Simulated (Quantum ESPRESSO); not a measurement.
# MnO (Fm-3m) in Quantum ESPRESSO: single point with PBEsol+U

Aim: the single point of MnO with PBEsol+U.

Everything below comes from runs of Quantum ESPRESSO 7.5. Logs are shortened: lines on timing, memory, paths and dates and some standing lists are left out, and cuts for length are marked.

### 1 Starting point

The structure is cubic, space group Fm-3m (No. 225). The conventional cell has a = 4.444 Å, b = 4.444 Å, c = 4.444 Å, α = 90.00°, β = 90.00°, γ = 90.00°. Mn (site symmetry m-3m) has 6 O at 2.22 Å as nearest neighbours. O (site symmetry m-3m) is surrounded by 6 Mn at 2.22 Å.

### 2 Single point, PBEsol+U

The input, pw.in:

```
&CONTROL
  calculation = 'scf'
  prefix = 'pwscf'
  outdir = './tmp'
  pseudo_dir = './pseudo'
  tprnfor = .true.
  tstress = .true.
  disk_io = 'low'
/
&SYSTEM
  ibrav = 0
  nat = 2
  ntyp = 2
  ecutwfc = 96
  nbnd = 20
  occupations = 'smearing'
  smearing = 'gaussian'
  degauss = 0.00367493
/
&ELECTRONS
  conv_thr = 8d-08
  electron_maxstep = 100
  mixing_beta = 0.7
  mixing_ndim = 20
/
ATOMIC_SPECIES
Mn    54.9380 Mn.upf
O     15.9990 O.upf
CELL_PARAMETERS angstrom
   0.0000000000    2.2220003300    2.2220003300
   2.2220003300    0.0000000000    2.2220003300
   2.2220003300    2.2220003300    0.0000000000
ATOMIC_POSITIONS crystal
Mn     0.0000000000    0.0000000000    0.0000000000
O      0.5000000000    0.5000000000    0.5000000000
K_POINTS automatic
7 7 7 0 0 0
HUBBARD {ortho-atomic}
U Mn-3d 2.0
```

The input, pp_density.in:

```
&INPUTPP
  prefix = 'pwscf'
  outdir = './tmp'
  filplot = 'density.dat'
  plot_num = 0
/
&PLOT
  nfile = 1
  filepp(1) = 'density.dat'
  iflag = 3
  output_format = 6
  fileout = 'density.cube'
/
```

The input, pp_potential.in:

```
&INPUTPP
  prefix = 'pwscf'
  outdir = './tmp'
  filplot = 'potential.dat'
  plot_num = 11
/
&PLOT
  nfile = 1
  filepp(1) = 'potential.dat'
  iflag = 3
  output_format = 6
  fileout = 'potential.cube'
/
```

The input, pp_elf.in:

```
&INPUTPP
  prefix = 'pwscf'
  outdir = './tmp'
  filplot = 'elf.dat'
  plot_num = 8
/
&PLOT
  nfile = 1
  filepp(1) = 'elf.dat'
  iflag = 3
  output_format = 6
  fileout = 'elf.cube'
/
```

Potentials or basis: PseudoDojo 0.4.1 SR PBEsol standard.

Launch:

```console
$ OMP_NUM_THREADS=1 mpirun -n 2 pw.x -nk 2 -in pw.in > pw.out
$ OMP_NUM_THREADS=1 mpirun -n 1 pp.x -in pp_density.in > pp_density.out
$ OMP_NUM_THREADS=1 mpirun -n 1 pp.x -in pp_potential.in > pp_potential.out
$ OMP_NUM_THREADS=1 mpirun -n 1 pp.x -in pp_elf.in > pp_elf.out
```

pw.out:

```text
This program is part of the open-source Quantum ESPRESSO suite
     for quantum simulation of materials; please cite
[... 6 lines left out ...]
     using ibrav=0 with symmetry is DISCOURAGED, use correct ibrav instead

     K-points division:     npool     =       2
     Subspace diagonalization in iterative solution of the eigenvalue problem:
     a serial algorithm will be used

     G-vector sticks info
     --------------------
     sticks:   dense  smooth     PW     G-vecs:    dense   smooth      PW
     Sum         931     931    283                18883    18883    3119

     Using Slab Decomposition

     bravais-lattice index     =            0
     lattice parameter (alat)  =       5.9382  a.u.
     unit-cell volume          =     148.0672 (a.u.)^3
     number of atoms/cell      =            2
     number of atomic types    =            2
     number of electrons       =        21.00
     number of Kohn-Sham states=           20
     kinetic-energy cutoff     =      96.0000  Ry
     charge density cutoff     =     384.0000  Ry
     scf convergence threshold =      8.0E-08
     mixing beta               =       0.7000
     number of iterations used =           20  plain     mixing
     Exchange-correlation= PBESOL
                           (   1   4  10   8   0   0   0)
     Hubbard projectors: ortho-atomic
     Hubbard parameters of DFT+U (Dudarev formulation) in eV:
     U(Mn-3d) =  2.0000

     Internal variables: lda_plus_u =T, lda_plus_u_kind = 0

     Internal variables: orbital_resolved =F, hub_pot_fix =F, apply_U = F

     celldm(1)=   5.938243  celldm(2)=   0.000000  celldm(3)=   0.000000
     celldm(4)=   0.000000  celldm(5)=   0.000000  celldm(6)=   0.000000

     crystal axes: (cart. coord. in units of alat)
               a(1) = (   0.000000   0.707107   0.707107 )
               a(2) = (   0.707107   0.000000   0.707107 )
               a(3) = (   0.707107   0.707107   0.000000 )

     reciprocal axes: (cart. coord. in units 2 pi/alat)
               b(1) = ( -0.707107  0.707107  0.707107 )
               b(2) = (  0.707107 -0.707107  0.707107 )
               b(3) = (  0.707107  0.707107 -0.707107 )

     PseudoPot. # 1 for Mn read from file:
     Mn.upf
     Pseudo is Norm-conserving + core correction, Zval = 15.0
     Generated using ONCVPSP code by D. R. Hamann
     Using radial grid of 1448 points,  6 beta functions with:
                l(1) =   0
                l(2) =   0
                l(3) =   1
                l(4) =   1
                l(5) =   2
                l(6) =   2

     PseudoPot. # 2 for O  read from file:
     O.upf
     Pseudo is Norm-conserving + core correction, Zval =  6.0
     Generated using ONCVPSP code by D. R. Hamann
     Using radial grid of  936 points,  5 beta functions with:
                l(1) =   0
                l(2) =   0
                l(3) =   1
                l(4) =   1
                l(5) =   2

     atomic species   valence    mass     pseudopotential
     Mn               15.00    54.93800     Mn( 1.00)
     O                 6.00    15.99900     O ( 1.00)

     48 Sym. Ops., with inversion, found

   Cartesian axes

     site n.     atom                  positions (alat units)
         1        Mn     tau(   1) = (   0.0000000   0.0000000   0.0000000  )
         2        O      tau(   2) = (   0.7071068   0.7071068   0.7071068  )

     number of k points=    20  Gaussian smearing, width (Ry)=  0.0037
                       cart. coord. in units 2pi/alat
        k(    1) = (   0.0000000   0.0000000   0.0000000), wk =   0.0058309
        k(    2) = (   0.1010153   0.1010153  -0.1010153), wk =   0.0466472
        k(    3) = (   0.2020305   0.2020305  -0.2020305), wk =   0.0466472
        k(    4) = (   0.3030458   0.3030458  -0.3030458), wk =   0.0466472
        k(    5) = (   0.2020305  -0.0000000   0.0000000), wk =   0.0349854
        k(    6) = (   0.3030458   0.1010153  -0.1010153), wk =   0.1399417
[... 12 lines left out ...]
        k(   19) = (  -0.1010153  -0.5050763   0.7071068), wk =   0.1399417
        k(   20) = (  -0.0000000  -0.4040610   0.6060915), wk =   0.1399417

     Dense  grid:    18883 G-vectors     FFT dimensions: (  40,  40,  40)

     Initial potential from superposition of free atoms

     starting charge      20.9995, renormalised to      21.0000

     STARTING HUBBARD OCCUPATIONS:

     =================== HUBBARD OCCUPATIONS ===================
     ------------------------ ATOM    1 ------------------------
     Tr[ns(  1)] =   5.00000
     eigenvalues:
       0.500  0.500  0.500  0.500  0.500
     eigenvectors (columns):
       1.000  0.000  0.000  0.000  0.000
       0.000  1.000  0.000  0.000  0.000
       0.000  0.000  1.000  0.000  0.000
       0.000  0.000  0.000  1.000  0.000
       0.000  0.000  0.000  0.000  1.000
     occupation matrix ns (before diag.):
       0.500  0.000  0.000  0.000  0.000
       0.000  0.500  0.000  0.000  0.000
       0.000  0.000  0.500  0.000  0.000
       0.000  0.000  0.000  0.500  0.000
       0.000  0.000  0.000  0.000  0.500

     Number of occupied Hubbard levels =    5.0000

     Atomic wfc used for Hubbard projectors are orthogonalized

     Starting wfcs are   14 randomized atomic wfcs +    6 random wfcs

     Self-consistent Calculation

     iteration #  1     ecut=    96.00 Ry     beta= 0.70
     Davidson diagonalization with overlap
     ethr =  1.00E-02,  avg # of iterations =  4.7

     =================== HUBBARD OCCUPATIONS ===================
     ------------------------ ATOM    1 ------------------------
     Tr[ns(  1)] =   5.46565
     eigenvalues:
       0.258  0.258  0.739  0.739  0.739
     eigenvectors (columns):
       0.729 -0.685 -0.000  0.000 -0.000
       0.000  0.000  0.360  0.640  0.678
       0.000  0.000  0.415  0.541 -0.731
      -0.685 -0.729  0.000 -0.000  0.000
      -0.000 -0.000 -0.835  0.545 -0.070
     occupation matrix ns (before diag.):
       0.258 -0.000 -0.000  0.000  0.000
      -0.000  0.739 -0.000  0.000  0.000
      -0.000 -0.000  0.739  0.000  0.000
       0.000  0.000  0.000  0.258 -0.000
       0.000  0.000  0.000 -0.000  0.739

     Number of occupied Hubbard levels =    5.4657

     Threshold (ethr) on eigenvalues was too large:
     Diagonalizing with lowered threshold

     Davidson diagonalization with overlap
     ethr =  8.67E-04,  avg # of iterations =  1.0

     total energy              =    -250.15984842 Ry
     estimated scf accuracy    <       0.18269661 Ry

     iteration #  2     ecut=    96.00 Ry     beta= 0.70
     Davidson diagonalization with overlap
     ethr =  8.70E-04,  avg # of iterations =  2.0
[... 43 lines left out ...]
     total energy              =    -250.26212306 Ry
     estimated scf accuracy    <       0.00000010 Ry

     iteration #  9     ecut=    96.00 Ry     beta= 0.70
     Davidson diagonalization with overlap
     ethr =  4.56E-10,  avg # of iterations =  1.9

     End of self-consistent calculation

     =================== HUBBARD OCCUPATIONS ===================
     ------------------------ ATOM    1 ------------------------
     Tr[ns(  1)] =   5.62195
     eigenvalues:
       0.156  0.156  0.833  0.833  0.833
     eigenvectors (columns):
       0.667  0.745 -0.000 -0.000  0.000
       0.000 -0.000  0.355 -0.598 -0.719
       0.000 -0.000  0.417 -0.587  0.694
      -0.745  0.667  0.000  0.000 -0.000
      -0.000  0.000 -0.837 -0.546  0.041
     occupation matrix ns (before diag.):
       0.156 -0.000  0.000  0.000  0.000
      -0.000  0.833 -0.000  0.000  0.000
       0.000 -0.000  0.833  0.000  0.000
       0.000  0.000  0.000  0.156 -0.000
       0.000  0.000  0.000 -0.000  0.833

     Number of occupied Hubbard levels =    5.6219

          k = 0.0000 0.0000 0.0000 (  2397 PWs)   bands (ev):

   -66.4702 -35.3097 -35.3097 -35.3097  -7.1783   9.1612   9.1612   9.1612
    10.9627  10.9627  10.9627  12.6123  12.6123  13.1232  27.5423  29.9707
    29.9707  29.9707  33.6332  33.6332

          k = 0.1010 0.1010-0.1010 (  2343 PWs)   bands (ev):

   -66.4689 -35.3230 -35.3113 -35.3113  -7.0159   7.9661   8.7112   8.7112
    11.1887  11.1887  11.2144  13.1112  13.1112  14.2400  25.7318  29.2308
    29.2308  30.4002  32.6121  32.6121
[... 7 lines left out ...]
          k = 0.3030 0.3030-0.3030 (  2355 PWs)   bands (ev):

   -66.4642 -35.3765 -35.3181 -35.3181  -6.2846   5.1352   7.5619   7.5619
    11.9661  11.9661  12.1592  14.7307  14.7307  16.9833  21.4572  25.7620
    25.7620  32.1165  34.9108  34.9108

          k = 0.2020-0.0000 0.0000 (  2337 PWs)   bands (ev):

   -66.4684 -35.3221 -35.3145 -35.3145  -6.9699   7.6879   8.7462   8.7462
    10.7222  11.5313  11.5313  12.6990  12.9844  14.9747  26.0738  28.4927
    28.4927  28.9397  32.8928  36.1925

          k = 0.3030 0.1010-0.1010 (  2339 PWs)   bands (ev):

   -66.4660 -35.3440 -35.3192 -35.3181  -6.6759   6.5951   8.0805   8.2742
    10.8608  11.8740  11.8881  13.2328  13.6544  16.4919  24.0306  26.1480
    27.3950  29.5285  34.1781  35.6740
[... 19 lines left out ...]
          k =-0.0000-0.2020 0.2020 (  2347 PWs)   bands (ev):

   -66.4670 -35.3373 -35.3198 -35.3121  -6.7853   6.9730   8.2106   8.2471
    11.2466  11.4845  11.7485  12.9225  14.0168  15.6465  24.4965  26.2321
    29.1085  30.5347  32.1569  34.2345

          k = 0.4041-0.0000 0.0000 (  2365 PWs)   bands (ev):

   -66.4642 -35.3490 -35.3254 -35.3254  -6.5419   6.3543   8.3229   8.3229
    10.2098  12.1684  12.1684  12.8974  13.3597  17.5579  24.0643  24.8792
    27.3251  27.3251  37.4688  38.2099

          k = 0.5051 0.1010-0.1010 (  2356 PWs)   bands (ev):

   -66.4623 -35.3625 -35.3330 -35.3289  -6.3193   6.0805   7.6695   8.0622
    10.4872  12.2366  12.2804  13.3632  13.6561  18.5821  22.2701  23.6646
    26.9363  28.3856  37.2220  37.9605

          k =-0.1010-0.5051 0.5051 (  2354 PWs)   bands (ev):

   -66.4616 -35.3649 -35.3447 -35.3272  -6.1741   6.0397   6.8799   7.7500
    11.2301  12.1117  12.2493  13.6706  14.1493  19.9180  21.0949  22.3633
    26.6192  29.9313  34.9017  37.8786

          k = 0.0000-0.4041 0.4041 (  2333 PWs)   bands (ev):

   -66.4625 -35.3605 -35.3455 -35.3215  -6.2233   5.8970   6.9436   7.6211
    11.8389  11.9185  12.1028  13.4057  14.7375  19.2445  21.9991  22.0221
    26.6873  32.0698  32.6606  36.3441

          k = 0.6061-0.0000 0.0000 (  2349 PWs)   bands (ev):

   -66.4608 -35.3696 -35.3340 -35.3340  -6.2570   6.1318   8.2031   8.2031
     9.8242  12.3130  12.3130  13.0604  13.3687  18.8023  21.4640  24.3777
    27.2076  27.2076  37.6675  39.1375

          k =-0.0000-0.6061 0.6061 (  2356 PWs)   bands (ev):

   -66.4605 -35.3689 -35.3410 -35.3333  -6.1935   6.2415   7.4786   8.0412
    10.3386  12.2555  12.3025  13.4123  13.4215  19.3959  21.2185  23.2719
    27.0809  28.0506  37.1315  38.0746

          k = 0.4041 0.2020 0.0000 (  2359 PWs)   bands (ev):

   -66.4638 -35.3561 -35.3316 -35.3209  -6.4215   6.1047   7.6711   7.8371
    11.0144  12.1185  12.1565  13.1809  14.2264  17.8692  23.2870  23.4675
    27.0040  29.7640  35.3920  36.4457

          k =-0.2020-0.4041 0.6061 (  2352 PWs)   bands (ev):

   -66.4622 -35.3656 -35.3394 -35.3254  -6.2077   5.8401   7.1077   7.5960
    11.5067  11.9984  12.2426  13.6147  14.4272  19.3153  21.3796  22.9526
    26.0643  31.3777  33.5237  37.7280
[... 7 lines left out ...]
          k =-0.0000-0.4041 0.6061 (  2347 PWs)   bands (ev):

   -66.4610 -35.3566 -35.3533 -35.3321  -6.1487   6.5634   6.6090   7.4959
    11.4464  11.8683  12.2986  13.3746  14.1159  20.7717  21.5109  21.6279
    25.4589  31.1599  33.2230  39.3851

     the Fermi energy is    12.2292 ev

!    total energy              =    -250.26212307 Ry
     estimated scf accuracy    <       0.00000002 Ry
     smearing contrib. (-TS)   =      -0.00088627 Ry
     internal energy E=F+TS    =    -250.26123680 Ry

     The total energy is F=E-TS. E is the sum of the following terms:
     one-electron contribution =    -103.00422632 Ry
     hartree contribution      =      62.73364130 Ry
     xc contribution           =     -44.24047838 Ry
     ewald contribution        =    -165.85022436 Ry
     Hubbard energy            =       0.10005096 Ry

     convergence has been achieved in   9 iterations

     Forces acting on atoms (cartesian axes, Ry/au):

     atom    1 type  1   force =    -0.00000000    0.00000000    0.00000000
     atom    2 type  2   force =     0.00000000   -0.00000000   -0.00000000

     Total force =     0.000000     Total SCF correction =     0.000000

     Computing stress (Cartesian axis) and pressure

          total   stress  (Ry/bohr**3)                   (kbar)     P=     -390.12
  -0.00265198   0.00000000   0.00000000         -390.12        0.00        0.00
   0.00000000  -0.00265198   0.00000000            0.00     -390.12        0.00
  -0.00000000   0.00000000  -0.00265198           -0.00        0.00     -390.12

=------------------------------------------------------------------------------=
   JOB DONE.
=------------------------------------------------------------------------------=
```

It took 11 s on 2 MPI ranks of Intel Xeon Platinum 8488C (Sapphire Rapids), shared host; peak memory 0.16 GiB.

Results:

- Free energy: -3404.9896 eV
- Pressure: -39.0 GPa
- Band gap on the k mesh: none (metal or under the smearing width)

Levels at points of the mesh, in eV from the Fermi level:
| k point | band 8 | band 9 | band 10 | band 11 | band 12 | band 13 | band 14 | band 15 |
| --- | --- | --- | --- | --- | --- | --- | --- | --- |
| (0.00, 0.00, 0.00) | -3.07 | -1.27 | -1.27 | -1.27 | 0.38 | 0.38 | 0.89 | 15.31 |

Eigenvalues of the final occupation matrices:
| site | spin | trace | eigenvalues |
| --- | --- | --- | --- |
| Mn 1 3d | each | 2.81 | 0.16 0.16 0.83 0.83 0.83 |

Caveat: the k mesh is coarse; a pressure of tens of GPa on the cell as given is suspect, and the run, the potentials or the cell itself is likely at fault; an odd number of electrons without spin polarisation forces a metal; a magnetic or distorted state may lie lower; the run has no spin polarisation, though such a crystal can be magnetic; U without spin polarisation on a metal has little footing. Spin polarisation is off, so any magnetic state and its effect on volume and gap are missing.
